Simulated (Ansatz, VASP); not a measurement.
Cd in VASP and in Ansatz

```
Cd
1.0
     0.00000    2.22471    2.22471
     2.22471    0.00000    2.22471
     2.22471    2.22471    0.00000
Cd
1
Cartesian
  0.0000 0.0000 0.0000
```

Alike in both runs: task single point; functional PBE; k mesh 16 × 16 × 16; occupations gaussian, width 0.05 eV; no spin polarisation.

```csv
,VASP,Ansatz
version,VASP 6.6.1,Ansatz 0.2.0
potentials or method,"VASP PAW PBE potentials, release 64 (Cd)","scalar-relativistic, plane waves, PAW"
plane-wave cutoff (eV),520,600
valence electrons in the cell,12,20
```

Ansatz gave:

```
gap on the k mesh at the Fermi level (eV) : none
pressure (GPa)                            : 1.8
```

Question: What did VASP give for the same quantities?

Answer: gap on the k mesh at the Fermi level (eV): none; pressure (GPa): 2.1.

A gap of «none» marks a metal or a gap that the smearing closes. The two sets of potentials don't hold the same shells in valence.
